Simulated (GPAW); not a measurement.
# BAs (F-43m) in GPAW: settings compared

Aim: see how the results for BAs move with the level of theory and the settings. Levels: SCAN+D4, PBE+D4, MS2. Tasks: equation of state, band structure.

Program: GPAW 26.7.0. These are calculated values, not measurements. Logs are shortened: lines on timing, memory, paths and dates and some standing lists are left out, and cuts for length are marked. The log counts tension as positive stress, the text compression.

**Measured values to compare with.**

From “Basic Physical Properties of Cubic Boron Arsenide”, 2019, arxiv:1911.11281, for a bulk crystal of BAs: bulk modulus 148 GPa.

The runs below are set against these values where they give the same quantity.

## 1. The structure

It takes space group F-43m (No. 216, cubic). Conventional cell: a = 4.777 Å, b = 4.777 Å, c = 4.777 Å, α = 90.00°, β = 90.00°, γ = 90.00°. As (site symmetry -43m) is surrounded by 4 B at 2.07 Å. Around B (site symmetry -43m) lie 4 As at 2.07 Å.

## 2. Equation of state, SCAN+D4

File run.py:

```python
from ase.calculators.mixing import SumCalculator
from ase.eos import EquationOfState
from ase.io import Trajectory, read
from ase.units import GPa
from dftd4.ase import DFTD4
from gpaw import GPAW, PW

atoms = read('POSCAR')

traj = Trajectory('eos.traj', 'w')
volumes, energies = [], []
for x in [0.94, 0.96, 0.98, 1.0, 1.02, 1.04, 1.06]:
    a = atoms.copy()
    a.set_cell(atoms.cell * x**(1 / 3), scale_atoms=True)
    calc = GPAW(mode=PW(800),
                xc='MGGA_X_SCAN+MGGA_C_SCAN',
                kpts={'size': (8, 8, 8), 'gamma': True},
                occupations={'name': 'fermi-dirac', 'width': 0.05},
                nbands=11,
                convergence={'density': 1e-05, 'energy': 1e-05},
                maxiter=150,
                txt=f'eos-{x:.2f}.txt')
    a.calc = SumCalculator([calc, DFTD4(method='scan')])
    energies.append(a.get_potential_energy())
    volumes.append(a.get_volume())
    p = -a.get_stress()[:3].mean() / GPa
    calc.write(f'eos-{x:.2f}.gpw')
    traj.write(a)
    print(f'{x:.2f} {volumes[-1]:10.4f} A^3 {energies[-1]:14.6f} eV {p:9.3f} GPa', flush=True)

v0, e0, B = EquationOfState(volumes, energies, eos='birchmurnaghan').fit()
print(f'V0 = {v0:.4f} A^3, E0 = {e0:.6f} eV, B0 = {B / GPa:.2f} GPa')
```

File POSCAR:

```
BAs
1.0
    0.0000000000      2.3885000000      2.3885000000
    2.3885000000      0.0000000000      2.3885000000
    2.3885000000      2.3885000000      0.0000000000
As B
1 1
Direct
    0.7500000000      0.7500000000      0.7500000000
    0.0000000000      0.0000000000      0.0000000000
```

Potentials or basis: GPAW PAW data sets (gpaw-data 1.2.1), pw.

Started as:

```console
> OMP_NUM_THREADS=1 python run.py
```

The program printed:

```text
__  _  _
 | _ |_)|_||  |
 |__||  | ||/\| - 26.7.0

Input parameters:
  mode=PW(ecut=800.0),
  convergence={'density': 1e-05, 'energy': 1e-05},
  kpts=MonkhorstPack(size=(8, 8, 8), gamma=True),
  maxiter=150,
  nbands=11,
  occupations=Occupations(name='fermi-dirac', width=0.05),
  xc=XC(name='MGGA_X_SCAN+MGGA_C_SCAN')

Diagonalizing LCAO Hamiltonian
Converting LCAO to pw mode

                  As

       B

Atoms  # Å, Bohr magnetons
|   | symbol |        x |        y |        z |    initial magnetic moments |
|---|--------|----------|----------|----------|-----------------------------|
| 0 |     As | 3.509612 | 3.509612 | 3.509612 | ( 0.0000,  0.0000,  0.0000) |
| 1 |      B | 0.000000 | 0.000000 | 0.000000 | ( 0.0000,  0.0000,  0.0000) |

Unit cell  # Å
| periodic |        x |        y |        z |  lengths |    angles |
|----------|----------|----------|----------|----------|-----------|
|      yes | 0.000000 | 2.339741 | 2.339741 | 3.308894 | 60.000000 |
|      yes | 2.339741 | 0.000000 | 2.339741 | 3.308894 | 60.000000 |
|      yes | 2.339741 | 2.339741 | 0.000000 | 3.308894 | 60.000000 |

Number of symmetries: 24
Symmetry operations  # r_c * U_cc + t_c -> r_c
|    | kind |            matrix            |
|----|------|------------------------------|
|  0 |  E   |  1, 0, 0,  0, 1, 0,  0, 0, 1 |
|  1 |  σ   |  1, 0, 0,  0, 0, 1,  0, 1, 0 |
|  2 |  σ   |  1, 0,-1,  0, 1,-1,  0, 0,-1 |
|  3 |  C3  |  1, 0,-1,  0, 0,-1,  0, 1,-1 |
|  4 |  C3  |  1,-1, 0,  0,-1, 1,  0,-1, 0 |
|  5 |  σ   |  1,-1, 0,  0,-1, 0,  0,-1, 1 |
|  6 |  σ   |  0, 1, 0,  1, 0, 0,  0, 0, 1 |
|  7 |  C3  |  0, 1, 0,  0, 0, 1,  1, 0, 0 |
|  8 |  C2  |  0, 1,-1,  1, 0,-1,  0, 0,-1 |
|  9 |  S4  |  0, 1,-1,  0, 0,-1,  1, 0,-1 |
| 10 |  C3  |  0, 0, 1,  1, 0, 0,  0, 1, 0 |
| 11 |  σ   |  0, 0, 1,  0, 1, 0,  1, 0, 0 |
| 12 |  S4  |  0, 0,-1,  1, 0,-1,  0, 1,-1 |
| 13 |  C3  |  0, 0,-1,  0, 1,-1,  1, 0,-1 |
| 14 |  S4  |  0,-1, 1,  1,-1, 0,  0,-1, 0 |
| 15 |  C2  |  0,-1, 1,  0,-1, 0,  1,-1, 0 |
| 16 |  C3  |  0,-1, 0,  1,-1, 0,  0,-1, 1 |
| 17 |  S4  |  0,-1, 0,  0,-1, 1,  1,-1, 0 |
| 18 |  S4  | -1, 1, 0, -1, 0, 1, -1, 0, 0 |
| 19 |  C3  | -1, 1, 0, -1, 0, 0, -1, 0, 1 |
| 20 |  C3  | -1, 0, 1, -1, 1, 0, -1, 0, 0 |
| 21 |  S4  | -1, 0, 1, -1, 0, 0, -1, 1, 0 |
| 22 |  σ   | -1, 0, 0, -1, 1, 0, -1, 0, 1 |
| 23 |  C2  | -1, 0, 0, -1, 0, 1, -1, 1, 0 |

BZ-sampling:
  Number of BZ points: 512
  Number of IBZ points: 29

  Monkhorst-Pack size: [8, 8, 8]
  Monkhorst-Pack shift: [0.0625, 0.0625, 0.0625]

K-points  # in reciprocal-cell coordinates
|     |                                coordinates |     weight |
|-----|--------------------------------------------|------------|
|   0 | (  0.00000000,   0.00000000,   0.00000000) | 0.00195312 |
|   1 | (  0.12500000,   0.12500000,   0.00000000) | 0.01171875 |
|   2 | (  0.12500000,   0.12500000,   0.12500000) | 0.01562500 |
|   3 | (  0.25000000,   0.12500000,   0.12500000) | 0.02343750 |
|   4 | (  0.25000000,   0.25000000,   0.00000000) | 0.01171875 |
|   5 | (  0.25000000,   0.25000000,   0.12500000) | 0.04687500 |
|   6 | (  0.25000000,   0.25000000,   0.25000000) | 0.01562500 |
|   7 | (  0.37500000,   0.25000000,  -0.37500000) | 0.04687500 |
|   8 | (  0.37500000,   0.25000000,   0.12500000) | 0.04687500 |
|   9 | (  0.37500000,   0.25000000,   0.25000000) | 0.04687500 |
| ... |                                            |            |
|  28 | (  0.50000000,   0.50000000,   0.50000000) | 0.00781250 |

Plane wave coefficients: 1363
Cutoff: 800.0 eV

Spin-components: 1 (collinear spins)
Bands:           11
Projectors:      10
Spin-degeneracy: 2
Datatype:        complex128

Parallelization:
  kpt:    1
  domain: 1
  band:   1

Density:
  Valence electrons: 8.0
  Components: 1
  Grid points: [24 24 24]
  Charge: 0.0  # |e|

Potential:
  Grid points: [24 24 24]

species:
  As:
    name:    Arsenic
    Z:       33.0
    valence: 5
    core:    28
    charge:  0.0  # [|e|]
    compensation charges:
      type: gauss
      rc: 0.33  # [Å]
      lmax: 2
    cutoffs:
      filter: 1.87  # [Å]
      core: 2.96  # [Å]
    projectors
    | kind |    occ | energy [eV] | rcut [Å] |
    |------|--------|-------------|----------|
    |   4s |  2.000 |     -14.487 |    1.058 |
    |   4p |  3.000 |      -5.196 |    1.058 |
    |    s |        |      12.725 |    1.058 |
    |    p |        |      22.016 |    1.058 |
    |    d |        |       0.000 |    1.058 |

    Using partial waves for As as LCAO basis

  B:
    name:    Boron
    Z:       5.0
    valence: 3
    core:    2
    charge:  0.0  # [|e|]
    compensation charges:
      type: gauss
      rc: 0.20  # [Å]
      lmax: 2
    cutoffs:
      filter: 1.14  # [Å]
      core: 1.38  # [Å]
    projectors
    | kind |    occ | energy [eV] | rcut [Å] |
    |------|--------|-------------|----------|
    |   2s |  2.000 |      -9.443 |    0.635 |
    |   2p |  1.000 |      -3.606 |    0.635 |
    |    s |        |      17.768 |    0.635 |
    |    p |        |      23.605 |    0.635 |
    |    d |        |       0.000 |    0.635 |

    Using partial waves for B as LCAO basis

Reference energy: -62172.463167  # eV

eigensolver:
  PPCG
  Converge bands: occupied
  niter=2

density mixing:
  MSR1-Mixer
  Pratt-step length: 0.05
  Maximum mixing coefficient: 0.75
  Old densities: 10
  SVD Regularization: 0.005
  Good broyden scale: 1.0
  Trust region scale: 1.0
  Backstep threshold: 4.0
  History deletion threshold: 6.0
  Fourier metric: weight=20.0, sigma=0.015

occupation numbers:
  Fermi-Dirac:
    width: 0.0500  # eV

poisson solver:
  ecut: 6400.0  # eV

xc functional:
  name: MGGA_X_SCAN+MGGA_C_SCAN with 2 nearest neighbor stencil

convergence criteria:
[... 6 lines left out ...]
|iter     | |      energy | eigst |  dens |
|---------|-|-------------|-------|-------|
|iter:   1| |  -27.917687 | -0.20 |       |
|iter:   2| |  -26.491595 | -1.54 | -0.74 |
|iter:   3| |  -26.322661 | -1.56 | -0.78 |
|iter:   4| |  -26.345630 | -2.36 | -1.32 |
|iter:   5| |  -26.351221 | -3.30 | -1.82 |
|iter:   6| |  -26.352422 | -4.30 | -2.34 |
|iter:   7| |  -26.352489 | -5.41 | -2.89 |
|iter:   8| |  -26.352491c| -6.76 | -3.67 |
|iter:   9| |  -26.352492c| -8.17c| -4.52 |
|iter:  10| |  -26.352492c| -9.38c| -5.13c|

Converged in 10 steps
Energy contributions relative to reference atoms: (reference = -62172.463167)

Energy contributions:
  Kinetic:          28.895460
  Coulomb:         -24.907897
  Zero:             -0.042850
  External:          0.000000
  Xc:              -30.297205
  Entropy:          -0.000000
  Spinorbit:         0.000000
  ----------------------------
  Free energy:     -26.352492
  Extrapolated:    -26.352492

dipole moment: (-3.079586, -3.079586, -3.079586)  # |e|*Ang

Fermi level: 9.286
Eigenvalues  # (at kpt = [0.000, 0.000, 0.000])
| band index |      eig [eV] | occ [0-2] |
|------------|---------------|-----------|
|          0 |        -7.972 |     2.000 |
|          1 |         8.617 |     2.000 |
|          2 |         8.617 |     2.000 |
|          3 |         8.617 |     2.000 |
|          4 |        12.278 |     0.000 |
|          5 |        12.278 |     0.000 |
|          6 |        12.278 |     0.000 |
|          7 |        14.653 |     0.000 |
|          8 |        19.230 |     0.000 |
|          9 |        22.553 |     0.000 |
|         10 |        22.556 |     0.000 |

Gap: 1.373 eV
Transition (v -> c):
  (s=0, k=0, n=3, [0.00, 0.00, 0.00]) -> (s=0, k=12, n=4, [0.38, 0.38, 0.00])
Direct/indirect transitions are different
Direct gap: 3.660 eV
Transition at: (s=0, k=0, n=3, [0.00, 0.00, 0.00])

Stress tensor  # eV/Ang^3
|         x |         y |         z |
|-----------|-----------|-----------|
| -0.064236 | -0.000000 |  0.000000 |
| -0.000000 | -0.064236 |  0.000000 |
|  0.000000 |  0.000000 | -0.064236 |

# Writing to eos-0.94.gpw (mode='')
```

Wall time 2.6 min (1 thread of Intel Xeon Platinum 8559C (Emerald Rapids), shared host); peak memory 0.52 GiB.

What came out:

| Property | Result |
| --- | --- |
| Equilibrium volume | 13.52 Å³/atom (rough: see the caveat) |
| Bulk modulus | 148 GPa (rough) |

Energy against volume, from the lowest point:
| volume (Å³/atom) | energy (meV/atom) |
| --- | --- |
| 12.809 | 18.80 |
| 13.081 | 6.72 |
| 13.354 | 0.65 |
| 13.626 | 0.00 |
| 13.899 | 4.37 |
| 14.171 | 12.96 |
| 14.444 | 25.60 |

Caveat: the points scatter about the fit; the PAW data sets were made with another functional, which shifts forces and pressure a little.

## 3. Equation of state, PBE+D4

run.py: that of step 2 with these lines changed.

```diff
@@ -7,3 +7,3 @@
 
-atoms = read('POSCAR')
+atoms = read('BAs.cif')
 
@@ -15,3 +15,3 @@
     calc = GPAW(mode=PW(800),
-                xc='MGGA_X_SCAN+MGGA_C_SCAN',
+                xc='PBE',
                 kpts={'size': (8, 8, 8), 'gamma': True},
@@ -22,3 +22,3 @@
                 txt=f'eos-{x:.2f}.txt')
-    a.calc = SumCalculator([calc, DFTD4(method='scan')])
+    a.calc = SumCalculator([calc, DFTD4(method='pbe')])
     energies.append(a.get_potential_energy())
```

File BAs.cif:

```cif
data_BAs
_cell_length_a 3.37784909
_cell_length_b 3.37784909
_cell_length_c 3.37784909
_cell_angle_alpha 60.00000000
_cell_angle_beta 60.00000000
_cell_angle_gamma 60.00000000
_space_group_name_H-M_alt 'P1'
_space_group_name_Hall 'P 1'
_space_group_IT_number 1
loop_
_space_group_symop_operation_xyz
'x,y,z'
loop_
_atom_site_label
_atom_site_type_symbol
_atom_site_symmetry_multiplicity
_atom_site_Wyckoff_symbol
_atom_site_fract_x
_atom_site_fract_y
_atom_site_fract_z
_atom_site_occupancy
As1 As 1 a 0.7500000000 0.7500000000 0.7500000000 1
B1 B 1 a 0.0000000000 0.0000000000 0.0000000000 1
```

Potentials or basis: GPAW PAW data sets (gpaw-data 1.2.1), pw.

Started as:

```console
> OMP_NUM_THREADS=1 python run.py
```

Run time: 50 s. Hardware: 1 thread of Intel Xeon Platinum 8559C (Emerald Rapids), shared host; peak memory 0.23 GiB.

It converged, with:

```
Equilibrium volume                      : 13.53 Å³/atom
Bulk modulus                            : 141 GPa
Pressure derivative of the bulk modulus : 4.3
```

Energy against volume, from the lowest point:
```
volume (Å³/atom)  energy (meV/atom)
          12.809              18.19
          13.081               6.57
          13.354               0.69
          13.626               0.00
          13.899               3.96
          14.171              12.11
          14.444              24.01
```

[end of part 1 of 2]
